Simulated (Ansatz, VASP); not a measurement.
## HfO2: VASP beside Ansatz

INCAR

```
SYSTEM = HfO2
PREC = Accurate ; ENCUT = 520
EDIFF = 1E-7 ; ISMEAR = 0
SIGMA = 0.05 ; LREAL = .False.
LASPH = .True. ; NELM = 60
ALGO = Normal ; ISIF = 2
LWAVE = .False. ; LCHARG = .False.
GGA = PE ; NBANDS = 18
```

File KPOINTS:

```
Automatic mesh
0
Gamma
  8 8 8
  0 0 0
```

File POSCAR:

```
HfO2
1.0
    0.0000000000      2.3529000000      2.4552000000
    2.3529000000      0.0000000000      2.4552000000
    2.3529000000      2.3529000000      0.0000000000
Hf O
1 2
Direct
    0.0000000000      0.0000000000      0.0000000000
    0.2500000000      0.2500000000      0.2500000000
    0.7500000000      0.7500000000      0.7500000000
```

Input for Ansatz:

```yaml
crystal:
  lattice:
    - [0.0, 2.3529, 2.4552]
    - [2.3529, 0.0, 2.4552]
    - [2.3529, 2.3529, 0.0]
  atoms:
    - { symbol: Hf, position: [0.0, 0.0, 0.0] }
    - { symbol: O, position: [0.25, 0.25, 0.25] }
    - { symbol: O, position: [0.75, 0.75, 0.75] }
basis:
  ecutwfc: 420
kpoints:
  mp_grid: { grid: [8, 8, 8] }
hamiltonian:
  xc: pbe
scf:
  occupations: { method: gaussian, width: 0.05 }
output:
  forces: true
  stress: true
  eigenvalues: true
  write_density: true
  write_potential: true
  elf: true
  volumetric_format: npy
```

Change from the starting cell: strain -0.080 along x and y, -0.040 along z, atoms carried along.

Alike in both runs: task single point; functional PBE; k mesh 8 × 8 × 8; occupations gaussian, width 0.05 eV; no spin polarisation.

|  | VASP | Ansatz |
| --- | --- | --- |
| version | VASP 6.6.1 | Ansatz 0.2.0 |
| potentials or method | VASP PAW PBE potentials, release 64 (Hf_pv, O) | scalar-relativistic, plane waves, PAW |
| plane-wave cutoff (eV) | 520 | 420 |
| valence electrons in the cell | 22 | 38 |

Ansatz gave:

```
gap on the k mesh at the Fermi level (eV)       : 3.60
least direct gap on the mesh (eV)               : 3.91
pressure (GPa)                                  : 73.5
largest component of the traceless stress (GPa) : 16.24
```

Which values does VASP return?

gap on the k mesh at the Fermi level (eV): 3.66; least direct gap on the mesh (eV): 3.98; pressure (GPa): 67.9; largest component of the traceless stress (GPa): 16.66.

The two sets of potentials don't hold the same shells in valence.

Caveats: the cell as given lies far from equilibrium; so large a pressure means that the cell lies far from this level's equilibrium, or that cutoff or potentials fall short (VASP); spin-orbit coupling is left out, which moves the levels of the heavy elements. A k mesh can miss the band edges.
